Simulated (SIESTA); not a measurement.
# BP in SIESTA: the effect of strain zz

BP:

```xyz
2
Lattice="0.0000 2.2690 2.1782 2.2690 0.0000 2.1782 2.2690 2.2690 0.0000" Properties=species:S:1:pos:R:3 pbc="T T T"
P     3.4035    3.4035    3.2674
B     0.0000    0.0000    0.0000
```

The cell isn't the ideal one: cell strained along z.

Alike in all runs:

| Item | Value |
| --- | --- |
| Program | SIESTA 5.4.2 |
| Task | single point |
| Functional | PBE |
| Potentials or basis | PseudoDojo 0.4 standard (PBE files) |
| Basis | DZP (energy shift 0.003 Ry) |
| Grid cutoff | 500 Ry |
| Energy shift | 0.003 Ry |
| k mesh | 10 × 10 × 10 |
| Occupations | fermi-dirac, width 0.05 eV |
| Spin | no spin polarisation |

```tsv
strain zz	gap on the mesh (eV)	pressure (GPa)
-0.04	0.62	11.9
-0.02	0.95	8.0
-0.01	1.12	6.2
0	1.28	4.4
0.01	?	?
0.02	1.15	1.1
0.04	1.04	-2.0
```

**Question.** What does the run with strain zz 0.01 give?

**Answer.** gap on the mesh 1.22 eV; pressure 2.7 GPa.

Worked out: A parabola through the other rows of the gap on the mesh, of slope 0.435 eV per unit of strain zz there, gives 1.23 eV, against the run's 1.22. A parabola through the other rows of the pressure, of slope -167 GPa per unit of strain zz there, gives 2.7 GPa, against the run's 2.7.

Caveats: the basis of atomic orbitals isn't converged, which shifts pressures, moduli and gaps.

A k mesh can miss the band edges.
